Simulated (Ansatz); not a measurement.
# SnTe: the cost of one run

Program: Ansatz 0.2.0. Level of theory: DFT PBE, scalar-relativistic, plane waves, PAW. These are calculated values, not measurements.

The COD entry's cell or inner coordinates are ideal or old and differ from later refinements, so a difference from it is no clean test against experiment.

1 further run of the same task is left out (set aside as unsound or not needed).

### 1 The structure to begin with

It takes space group Fm-3m (No. 225, cubic). The conventional cell has a = 6.413 Å, b = 6.413 Å, c = 6.413 Å, α = 90.00°, β = 90.00°, γ = 90.00°. Sn (site symmetry m-3m) has 6 Te at 3.21 Å as nearest neighbours. Te (site symmetry m-3m) has 6 Sn at 3.21 Å as nearest neighbours.

As a file:

```xyz
2
Lattice="0.0000 3.2065 3.2065 3.2065 0.0000 3.2065 3.2065 3.2065 0.0000" Properties=species:S:1:pos:R:3 pbc="T T T"
Sn    0.0000    0.0000    0.0000
Te    3.2065    3.2065    3.2065
```

It is the result of an earlier relaxation at this level (volume 32.97 Å³/atom; gap on the mesh: 0.06 eV).

The bulk reference comes from a run made before at the same settings: -6502.3732 eV/atom.

### 2 The (100) slab

Miller indices refer to the conventional cell of the relaxed bulk, Fm-3m (No. 225): a = 6.413 Å, b = 6.413 Å, c = 6.413 Å, α = 90.00°, β = 90.00°, γ = 90.00°.

The slab is a (100) slab, 12.8 Å thick as cut, with 15 Å of vacuum; its outer planes are SnTe (top) and SnTe (bottom).

The slab as cut. Its planes from the bottom up:

```csv
plane,atoms per cell,height over the lowest (Å)
1,SnTe,0.00
2,SnTe,3.21
3,SnTe,6.41
4,SnTe,9.62
5,SnTe,12.83
```

### 3 Single point on the unrelaxed (100) slab

A dipole layer in the vacuum cancels the field that periodic copies would set up if the slab's two faces differ.

input.yaml

```yaml
crystal:
  lattice:
    - [4.5346574424, 0.0, 0.0]
    - [0.0, 4.5346574424, 0.0]
    - [0.0, 0.0, 27.8259481114]
  atoms:
    - { symbol: Sn, position: [0.5, 0.5, 0.2695325949] }
    - { symbol: Te, position: [0.0, 0.0, 0.2695325949] }
    - { symbol: Sn, position: [0.0, 0.0, 0.3847662974] }
    - { symbol: Te, position: [0.5, 0.5, 0.3847662974] }
    - { symbol: Sn, position: [0.5, 0.5, 0.5] }
    - { symbol: Te, position: [0.0, 0.0, 0.5] }
    - { symbol: Sn, position: [0.0, 0.0, 0.6152337026] }
    - { symbol: Te, position: [0.5, 0.5, 0.6152337026] }
    - { symbol: Sn, position: [0.5, 0.5, 0.7304674051] }
    - { symbol: Te, position: [0.0, 0.0, 0.7304674051] }
basis:
  ecutwfc: 420
kpoints:
  mp_grid: { grid: [8, 8, 1] }
hamiltonian:
  xc: pbe
scf:
  occupations: { method: gaussian, width: 0.05 }
output:
  forces: true
  stress: true
  eigenvalues: true
  write_density: true
  write_potential: true
  elf: true
  volumetric_format: npy
efield:
  axis: 3
  dipole_correction: true
```

Command:

```
ansatz run input.yaml --threads 2 --pin off --max-ram 5120MiB --backend cpu --events-out ev --progress --plain --runs-dir out
```

Q: Estimate wall time and peak memory on 2 threads of Intel Xeon 6975P-C (Granite Rapids), shared host.

About 28 s, with a peak of 1.2 GiB.
